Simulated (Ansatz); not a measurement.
Crystal: Tc.

```
Tc
1.0
     0.00000    1.95000    1.95000
     1.95000    0.00000    1.95000
     1.95000    1.95000    0.00000
Tc
1
Direct
  0.00000 0.00000 0.00000
```

This isn't the form of Tc at room conditions, which is hcp.

```yaml
Program: Ansatz 0.2.0
Task: single point
Functional: PBE
Potentials_or_basis: all-electron LAPW, scalar-relativistic
Cutoff: 251 eV (chosen from the basis error)
Basis_error_allowed: 0.001 eV/atom
k_mesh: 12 × 12 × 12
Occupations: fermi-dirac, width 0.05 eV
Spin: no spin polarisation
```

On this cell: pressure -6.3 GPa; band gap on the k mesh none (metal or under the smearing width).

The same run follows on a disturbed copy (cell strained at random at fixed volume):

```
Tc
1.0
     0.04787    1.96905    1.97138
     2.00713    0.03456    1.98470
     1.97312    1.94836    0.06856
Tc
1
Cartesian
  0.0576 0.0572 -0.0243
```

Question: What does the disturbed cell give?

Answer: The energy (extrapolated to zero smearing) moves by +20.5 meV/atom; pressure -5.7 GPa; band gap on the k mesh none (metal or under the smearing width).

Stress tensor (GPa, compression positive):
```
-7.38 -0.69 -6.76
-0.69 -4.99 -4.92
-6.76 -4.92 -4.63
```

The runs don't all hold the same shells in valence.
